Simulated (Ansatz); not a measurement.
## SnO2: the change of pressure and energy less free atoms with volume scale

Results calculated with Ansatz 0.2.0, not measured. Periodic Kohn-Sham DFT of a crystal at fixed atoms, scaled to volume_scale times the given cell; pressure positive in compression, energy less spherical unpolarised free atoms, largest_vzz the field gradient of largest size among the nuclei.

The cell before it is scaled or strained (space group P4_2/mnm, No. 136):
```
cell vectors (Å)
   4.7373     0.0000     0.0000
   0.0000     4.7373     0.0000
   0.0000     0.0000     3.1864
atoms (fractions of the cell vectors)
Sn  0.00000  0.00000  0.00000
Sn  0.50000  0.50000  0.50000
O   0.30562  0.30562  0.00000
O   0.19438  0.80562  0.50000
O   0.69438  0.69438  0.00000
O   0.80562  0.19438  0.50000
```

Settings of every row: method all-electron LAPW; functional PBE; relativity scalar; k mesh 4x4x6; filling fermi-dirac; smearing width 0.03 eV; basis error target 1 meV/atom; nucleus gaussian.

Atom start moment: 0 on all atoms.

| row | volume scale | V (Å³/atom) | pressure (GPa) | energy less free atoms (eV/atom) |
| --- | --- | --- | --- | --- |
| 1 | 0.94 | 11.203 | 27.282 | -6.1244 |
| 2 | 0.96 | 11.441 | 21.151 | -6.1603 |
| 3 | 0.98 | 11.68 | 15.662 | -6.1876 |
| 4 | 0.99 | 11.8 | ? | ? |
| 5 | 1 | 11.918 | 10.746 | -6.2072 |
| 6 | 1.01 | 12.038 | 8.484 | -6.2143 |
| 7 | 1.02 | 12.157 | 6.344 | -6.2198 |
| 8 | 1.04 | 12.395 | 2.405 | -6.2263 |
| 9 | 1.06 | 12.633 | -1.12 | -6.2272 |

Question: what pressure and energy less free atoms should row 4 give?

Worked fit of pressure. Take u = (V_r/V)^(2/3) − 1 with V_r = 11.978 Å³ an atom, which is twice the finite (Eulerian) strain; such expansions in the strain, on which the Birch-Murnaghan equation of state is built, carry the rest volume and the bulk modulus. The shown rows have u = 0.0456, 0.03105, 0.01694, 0.00335, -0.00333, -0.00984, -0.02256, -0.03487. Least squares give pressure = 9.6006 + 340.48 × u + 985.16 × u² + 1114 × u³ GPa; a parabola predicts inner rows, each left out in turn, worse (root mean square 0.019 against 0.0076 GPa). The rows lie off it by 0.001, -0.005, 0.006, -0.006, 0.006, -0.001, -0.003, 0.001 (root mean square 0.0043 GPa). The pressure vanishes at u = -0.0309, or V = 12.55 Å³ an atom, and there the bulk modulus at fixed shape and fractions is B = −V dP/dV = (2/3)(1 + u) dP/du = 183 GPa. Letting shape and atoms relax would as a rule lower it, by much in layered, chain or molecular crystals. The withheld row has u = 0.01003, so the fit gives 9.6006 + 340.48 × (0.01003) + 985.16 × (0.01003)² + 1114 × (0.01003)³ = 13.116 GPa.

The calculation gave 13.136 GPa. The fit lies 0.020 GPa (0.07 % of the column's range) below it; its largest miss of a shown row is 0.006 GPa.

Worked fit of energy less free atoms. Take u = (V_r/V)^(2/3) − 1 with V_r = 11.978 Å³ an atom, which is twice the finite (Eulerian) strain; such expansions in the strain, on which the Birch-Murnaghan equation of state is built, carry the rest volume and the bulk modulus. The shown rows have u = 0.0456, 0.03105, 0.01694, 0.00335, -0.00333, -0.00984, -0.02256, -0.03487. Least squares give energy less free atoms = −6.21095 + 1.0747 × u + 17.711 × u² + 7.5 × u³ eV/atom; a parabola predicts inner rows, each left out in turn, worse (root mean square 0.00013 against 4.7e-05 eV/atom). All shown rows lie on it to the printed digit. Its lowest point lies at u = -0.0309, or V = 12.56 Å³ an atom, and the curvature there gives the bulk modulus at fixed shape and fractions, B = (4/9)(1 + u)² E″(u)/V = 181 GPa. Letting shape and atoms relax would as a rule lower it, by much in layered, chain or molecular crystals. The withheld row has u = 0.01003, so the fit gives −6.21095 + 1.0747 × (0.01003) + 17.711 × (0.01003)² + 7.5 × (0.01003)³ = -6.1984 eV/atom.

The calculation gave -6.1983 eV/atom. The fit lies 0.0001 eV/atom (0.097 % of the column's range) below it, one unit of the last digit.
